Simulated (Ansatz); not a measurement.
Relaxing Ga

Computed with Ansatz 0.2.0, DFT PBE, scalar-relativistic, plane waves, PAW. Cutoff 420 eV, Γ-centred k mesh, Gaussian smearing, no spin polarisation in the final step.

The start is a database structure of Ga, space group Cmce (No. 64).

```
CELL_PARAMETERS angstrom
2.21602 -3.79899 0.00000
2.21602 3.79899 0.00000
0.00000 0.00000 4.55550
ATOMIC_POSITIONS crystal
Ga 0.65570 0.34430 0.41540
Ga 0.84430 0.15570 0.91540
Ga 0.34430 0.65570 0.58460
Ga 0.15570 0.84430 0.08460
```

Steps on the 12×12×10 mesh (4 atoms). 4 of 7 steps are shown, and the free energy counts from the last. Trial steps that were taken back and renewals of the plane-wave basis can be among the rows.

```csv
step,ΔF (meV/atom),V (Å³/atom),P (GPa),largest force component (eV/Å)
1,12.1,19.18,3.24,0.023
2,1.2,20.03,0.65,0.069
3,0.4,20.28,0.05,0.012
7,0.0,20.30,0.00,0.000
```

A final relaxation ran on a 12×12×10 mesh. The relaxed crystal, Cmce (No. 64):

```cif
data_structure
_symmetry_space_group_name_H-M 'Cmce'
_symmetry_Int_Tables_number 64
_cell_length_a 4.5727
_cell_length_b 7.7407
_cell_length_c 4.5892
_cell_angle_alpha 90.000
_cell_angle_beta 90.000
_cell_angle_gamma 90.000
_cell_volume 162.44
loop_
_atom_site_label
_atom_site_type_symbol
_atom_site_symmetry_multiplicity
_atom_site_Wyckoff_symbol
_atom_site_fract_x
_atom_site_fract_y
_atom_site_fract_z
_atom_site_occupancy
Ga1 Ga 8 f 0.50000 0.84368 0.41775 1
```

```json
{
  "Volume per atom": "20.30 Å³",
  "Density": "5.70 g/cm³",
  "Gap on the 12×12×10 mesh": "0 eV (a metal)"
}
```

The final run used a 12×12×10 mesh on its 4-atom cell and 0.10 eV smearing.

Symmetry constrained the relaxation, so the result can be a saddle point.